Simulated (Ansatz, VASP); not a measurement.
# AlN in VASP and in Ansatz

POSCAR

```
AlN
1.0
    0.0000000000      2.0345180000      1.9327921000
    2.0345180000      0.0000000000      1.9327921000
    2.0345180000      2.0345180000      0.0000000000
Al N
1 1
Direct
    0.5000000000      0.5000000000      0.5000000000
    0.0000000000      0.0000000000      0.0000000000
```

INCAR.step1

```
SYSTEM = AlN
ALGO     = Normal         ! electronic algorithm
EDIFF    = 1E-4           ! SCF threshold, eV
ENCUT    = 520            ! plane-wave cutoff, eV
GGA      = PE             ! functional
ISMEAR   = 0              ! smearing method
LASPH    = .True.         ! aspherical terms in the spheres
LCHARG   = .False.        ! write CHGCAR
LREAL    = .False.        ! projectors in reciprocal space
LWAVE    = .True.         ! write WAVECAR
NBANDS   = 11             ! bands
NELM     = 80             ! most SCF steps
PREC     = Accurate       ! precision mode
SIGMA    = 0.05           ! smearing width, eV
```

The input INCAR.step2:

```
SYSTEM = AlN
ALGO     = Normal         ! electronic algorithm
EDIFF    = 1E-7           ! SCF threshold, eV
ENCUT    = 520            ! plane-wave cutoff, eV
ISIF     = 2              ! what is computed and relaxed
ISMEAR   = 0              ! smearing method
ISTART   = 1            
LASPH    = .True.         ! aspherical terms in the spheres
LCHARG   = .False.        ! write CHGCAR
LMIXTAU  = .True.       
LREAL    = .False.        ! projectors in reciprocal space
LWAVE    = .False.        ! write WAVECAR
METAGGA  = R2SCAN         ! meta-GGA
NBANDS   = 11             ! bands
NELM     = 80             ! most SCF steps
PREC     = Accurate       ! precision mode
SIGMA    = 0.05           ! smearing width, eV
```

File KPOINTS:

```
k-points
0
Gamma
  10 10 10
  0 0 0
```

Input for Ansatz:

```yaml
crystal:
  lattice:
    - [0.0, 2.034518, 1.9327921]
    - [2.034518, 0.0, 1.9327921]
    - [2.034518, 2.034518, 0.0]
  atoms:
    - { symbol: Al, position: [0.5, 0.5, 0.5] }
    - { symbol: "N", position: [0.0, 0.0, 0.0] }
basis:
  ecutwfc: 500
kpoints:
  mp_grid: { grid: [10, 10, 10] }
hamiltonian:
  xc: r2scan
scf:
  occupations: { method: gaussian, width: 0.05 }
output:
  forces: true
  stress: true
  eigenvalues: true
```

Change from the starting cell: strain +0.000 along x and y, -0.050 along z, atoms carried along.

Alike in both runs: task single point; functional r2SCAN; k mesh 10 × 10 × 10; occupations gaussian, width 0.05 eV; no spin polarisation.

```csv
,VASP,Ansatz
version,VASP 6.6.1,Ansatz 0.2.0
potentials or method,"VASP PAW PBE potentials, release 64 (Al, N)","scalar-relativistic, plane waves, PAW"
plane-wave cutoff (eV),520,500
valence electrons in the cell,8,8
```

|  | VASP | Ansatz | Ansatz less VASP |
| --- | --- | --- | --- |
| gap on the k mesh at the Fermi level (eV) | 5.42 | 5.42 | -0.003 |
| least direct gap on the mesh (eV) | 6.82 | 6.77 | -0.049 |
| pressure (GPa) | 8.9 | 9.7 | +0.81 |
| largest component of the traceless stress (GPa) | 12.93 | 12.69 | -0.242 |

The functional is the same, so the differences come from potentials, cutoffs and numerics.

Caveats: the PAW data sets were made with another functional, which shifts forces and pressure a little (VASP). A k mesh can miss the band edges.
